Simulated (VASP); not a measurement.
Wanted: the native input for a VASP 6.6.1 run.

```
Task                   : band structure
Functional             : TB-mBJ
Potentials or basis    : VASP PAW PBE potentials, release 64 (Ru_pv, Al)
Cutoff                 : 520 eV
k mesh                 : 7 × 7 × 7
Occupations            : fermi-dirac, width 0.05 eV
Spin                   : spin-orbit coupling, no magnetisation
Further INCAR settings : ALGO = Normal; EDIFF = 1e-06; NBANDS = 29
```

Crystal: AlRu.

```
Ru Al
1.0
     2.99160    0.00000    0.00000
     0.00000    2.99160    0.00000
     0.00000    0.00000    2.99160
Ru Al
1 1
Direct
  0.50000 0.50000 0.50000
  0.00000 0.00000 0.00000
```

One way to write it, as run:

POSCAR

```
AlRu
1.0
    2.9916000000      0.0000000000      0.0000000000
    0.0000000000      2.9916000000      0.0000000000
    0.0000000000      0.0000000000      2.9916000000
Ru Al
1 1
Direct
    0.5000000000      0.5000000000      0.5000000000
    0.0000000000      0.0000000000      0.0000000000
```

INCAR.step1

```
SYSTEM = AlRu
ALGO = Normal
EDIFF = 1E-5
ENCUT = 520
GGA = PE
GGA_COMPAT = .False.
ISIF = 2
ISMEAR = -1
LASPH = .True.
LCHARG = .False.
LMAXMIX = 4
LNONCOLLINEAR = .True.
LORBIT = 11
LREAL = .False.
LSORBIT = .True.
LWAVE = .True.
MAGMOM = 0 0 0 0 0 0
NBANDS = 29
NELM = 80
PREC = Accurate
SIGMA = 0.05
```

INCAR.step2

```
SYSTEM = AlRu
ALGO = Normal
EDIFF = 1E-6
ENCUT = 520
GGA_COMPAT = .False.
ISIF = 2
ISMEAR = -1
ISTART = 1
LASPH = .True.
LCHARG = .False.
LMAXMIX = 4
LNONCOLLINEAR = .True.
LORBIT = 11
LREAL = .False.
LSORBIT = .True.
LWAVE = .False.
MAGMOM = 0 0 0 0 0 0
METAGGA = MBJ
NBANDS = 29
NELM = 80
PREC = Accurate
SIGMA = 0.05
```

KPOINTS

```
k-points
0
Gamma
  7 7 7
  0 0 0
```

KPOINTS_OPT

```
path GXMGRX,MR
20
line-mode
reciprocal
 0.0000000000  0.0000000000  0.0000000000  G
 0.0000000000  0.5000000000  0.0000000000  X

 0.0000000000  0.5000000000  0.0000000000  X
 0.5000000000  0.5000000000  0.0000000000  M

 0.5000000000  0.5000000000  0.0000000000  M
 0.0000000000  0.0000000000  0.0000000000  G

 0.0000000000  0.0000000000  0.0000000000  G
 0.5000000000  0.5000000000  0.5000000000  R

 0.5000000000  0.5000000000  0.5000000000  R
 0.0000000000  0.5000000000  0.0000000000  X

 0.5000000000  0.5000000000  0.0000000000  M
 0.5000000000  0.5000000000  0.5000000000  R
```

Potentials or basis: VASP PAW PBE potentials, release 64 (Ru_pv, Al).

Run with:

```bash
$ cat potpaw_PBE.64/Ru_pv/POTCAR potpaw_PBE.64/Al/POTCAR > POTCAR
$ cp INCAR.step1 INCAR
$ mpirun -np 1 vasp_ncl > vasp.out
$ cp INCAR.step2 INCAR
$ mpirun -np 1 vasp_ncl > vasp.out
```

It gave:

- Valence electrons inside the program's atomic spheres: Ru 12.93; Al 0.70

It took 120 s on 1 thread of Intel(R) Xeon(R) 6975P-C (Granite Rapids), on a shared host, peak memory 0.24 GiB.
